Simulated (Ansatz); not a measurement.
# Bands of SrTe

```yaml
crystal:
  lattice:
    - [0.00000, 3.35584, 3.35584]
    - [3.35584, 0.00000, 3.35584]
    - [3.35584, 3.35584, 0.00000]
  atoms:
    - { symbol: Sr, position: [0.00000, 0.00000, 0.00000] }
    - { symbol: Te, position: [0.50000, 0.50000, 0.50000] }
```

Atoms are numbered in the order listed.

The cell is the one relaxed in the Materials Project (mp-1958), not relaxed further here; entries there can be hypothetical.

Spin–orbit coupling is left out, though it moves levels of the heavy atoms by tenths of an eV or more.

All numbers below come from DFT, PBE, all-electron LAPW, scalar-relativistic (Ansatz 0.2.0).

Numerical set-up: a Γ-centred 7×7×7 k mesh, Fermi–Dirac smearing of 0.01 eV, basis error target 0.5 meV/atom, no spin polarisation.

Points in fractions of the reciprocal vectors of this cell: Γ (0, 0, 0), X (0.5, 0, 0.5), U (0.625, 0.25, 0.625), K (0.375, 0.375, 0.75), L (0.5, 0.5, 0.5), W (0.5, 0.25, 0.75). The path joins them by straight lines in the order Γ–X–U–K–Γ–L–W–X; legs that retrace an earlier one aren't tabulated. Energies are in eV from the top of the valence band.

Q: List the levels at U between -14 and 3 eV.

A: -9.39, -1.73, -1.69, -0.92, 2.84.

Q: List the levels at L between -14 and 3 eV.

A: -9.31, -2.75, -1.05 (×2).

Q: List the levels at W between -14 and 3 eV.

A: -9.38, -1.52 (×2), -1.46.

Q: What is the band gap?

A: 1.78 eV, indirect from Γ to X (0.5, 0, 0.5).

Kohn–Sham gaps of semilocal functionals usually fall short of measured ones.
